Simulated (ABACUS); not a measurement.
MnS:

```
CELL_PARAMETERS angstrom
0.00000 2.47346 2.47346
2.47346 0.00000 2.47346
2.47346 2.47346 0.00000
ATOMIC_POSITIONS crystal
Mn 0.00000 0.00000 0.00000
S 0.75000 0.75000 0.75000
```

The cell is a database's computed one.

Base run:

- Program: ABACUS 3.10.1
- Functional: PBEsol
- Potentials or basis: PseudoDojo NC SR 0.5 PBE standard
- Cutoff: 1320 eV
- Density cutoff: 5279 eV
- Basis: plane waves
- k mesh: 7 × 7 × 7
- Occupations: fermi-dirac, width 0.05 eV
- Spin: collinear spin, ferromagnetic start
- Starting moments: [4.0, 0.0] μB

Its results: band gap on the k mesh none (metal or under the smearing width); pressure -3.0 GPa; net moment 0.30 μB per cell.

Q: The run is repeated on the same cell with these changes: functional from PBEsol to LDA; potentials or basis from PseudoDojo NC SR 0.5 PBE standard to PseudoDojo NC SR 0.4.1 LDA standard. What comes out?

A: Band gap on the k mesh none (metal or under the smearing width); pressure -6.9 GPa; net moment 0.21 μB per cell.

Caveats: the moment fell far below its start of 4 μB, so a state of higher moment may lie lower in energy; semilocal functionals often make such compounds metallic where correlation or magnetic order opens a gap, which also shifts bond lengths; the potentials were made for another functional, which shifts forces and pressure (some runs).
